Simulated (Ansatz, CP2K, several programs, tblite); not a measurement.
Energy against volume for SnTe, h-MgO type, at fixed shape and fractional coordinates, computed by several methods (PBE and r2SCAN, where shown, with plane waves in Ansatz); the cell shown is that of r2SCAN. With free coordinates or axes held, a curve is too stiff, and on another method's shape its minimum isn't the method's own volume. It is hexagonal, P6_3/mmc (No. 194); conventional cell a = 5.388 Å, c = 6.424 Å, 40.37 Å³ an atom. Sn is surrounded by 5 Te at 3.11–3.21 Å; Te is surrounded by 5 Sn at 3.11–3.21 Å. The calculation is spin-unpolarised, and the structure need not be a phase that has been made. Energies count from each curve's lowest point; fits are third-order Birch-Murnaghan.

Space group P6_3/mmc (No. 194). a = 5.388 Å, b = 5.388 Å, c = 6.424 Å, α = 90.00°, β = 90.00°, γ = 120.00°
```json
{"atom": "Sn", "site": "2c", "symmetry": "-6m2", "x": "0.3333", "y": "0.6667", "z": "0.2500"}
{"atom": "Te", "site": "2d", "symmetry": "-6m2", "x": "0.6667", "y": "0.3333", "z": "0.2500"}
```

GFN1-xTB (tblite), on the shape of the cell shown, as a cluster of 32 atoms at the zone centre:

| V (Å³/atom) | E (meV/atom) |
| --- | --- |
| 35.530 | 0.00 |
| 37.952 | 123.26 |
| 40.375 | 287.86 |
| 42.797 | 474.25 |
| 45.220 | 687.59 |

The lowest point is an end point, so the minimum isn't bracketed.

PBE, on the shape of its own relaxed cell:

| V (Å³/atom) | E (meV/atom) |
| --- | --- |
| 38.688 | 16.26 |
| 39.923 | 3.99 |
| 41.157 | 0.00 |
| 42.392 | 3.09 |
| 43.627 | 12.21 |

V₀ = 41.20 Å³ an atom and B₀ = 30 GPa.

r2SCAN, on the shape of its own relaxed cell:
```csv
V (Å³/atom),E (meV/atom)
37.952,16.51
39.164,3.89
40.375,0.00
41.586,3.58
42.797,13.55
```
V₀ = 40.37 Å³ an atom and B₀ = 33 GPa.

light PBE (260 eV, its own mesh), on the shape of the cell shown:
```
V (Å³/atom)  E (meV/atom)
     37.145         51.27
     38.760         40.06
     40.375         14.52
     41.990          0.00
     43.605         12.42
     45.220         36.10
```
The points scatter about a smooth fit, as a low cutoff and a light mesh can make them, so no fit is quoted.

PBE/DZVP (CP2K), on the shape of the cell shown:
```tsv
V (Å³/atom)	E (meV/atom)
35.530	122.80
37.952	41.81
40.375	4.73
42.797	0.00
45.220	19.08
```
V₀ = 41.98 Å³ an atom and B₀ = 30 GPa.
